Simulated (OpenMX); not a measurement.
**CsSnI3 under changes of volume**

One of the cells (47.797 Å³/atom); the others are scaled copies at fixed shape and fractional positions:

```
CELL_PARAMETERS angstrom
6.20570 0.00000 0.00000
0.00000 6.20570 0.00000
0.00000 0.00000 6.20570
ATOMIC_POSITIONS crystal
Cs 0.00000 0.00000 0.00000
I 0.50000 0.50000 0.00000
I 0.50000 0.00000 0.50000
I 0.00000 0.50000 0.50000
Sn 0.50000 0.50000 0.50000
```

* Program: OpenMX 3.8.5
* Functional: PBE
* Potentials or basis: OpenMX 2013 PBE set, Cs12.0-s2p2d1, I7.0-s3p2d2, Sn7.0-s3p2d1, fixed grid of 84 × 84 × 84 points
* k mesh: 5 × 5 × 5
* Occupations: fermi-dirac, width 0.05 eV
* Spin: no spin polarisation

| volume (Å³/atom) | energy over the lowest point (meV/atom) | gap on the mesh (eV) |
| --- | --- | --- |
| 44.929 | 27.55 | 1.63 |
| 45.885 | 17.11 | 1.65 |
| 46.841 | 9.46 | 1.65 |
| 47.797 | 4.23 | 1.46 |
| 48.753 | 1.13 | 1.12 |
| 49.709 | 0.00 | 0.77 |
| 50.665 | ? | ? |

Q: What does the run at 50.665 Å³/atom give?

A: Energy over the lowest point 0.64 meV/atom; gap on the mesh 0.49 eV.

Worked out: A Birch-Murnaghan fit of order 3 (a polynomial in V^(-2/3)) to the other rows has its minimum at 49.86 Å³/atom, just outside them, with B0 = V·E''(V) = 14.6 GPa and B' = 5.3. It gives 0.54 meV/atom at 50.665 Å³/atom, against the run's 0.64. A parabola through the other rows of the gap, of slope -28.6 eV per unit of ln V there, extrapolates to 0.26 eV, against the run's 0.49.

Energies are extrapolated to zero smearing.

Caveats: the basis has few d functions beyond the semicore shells, which can make volumes several per cent too large; spin-orbit coupling is left out, which moves the levels of the heavy elements; an odd mesh through Γ misses points on the zone boundary, where band edges often lie; the cell was measured hot, at 500 K; the basis of atomic orbitals isn't converged, which shifts pressures, moduli and gaps.
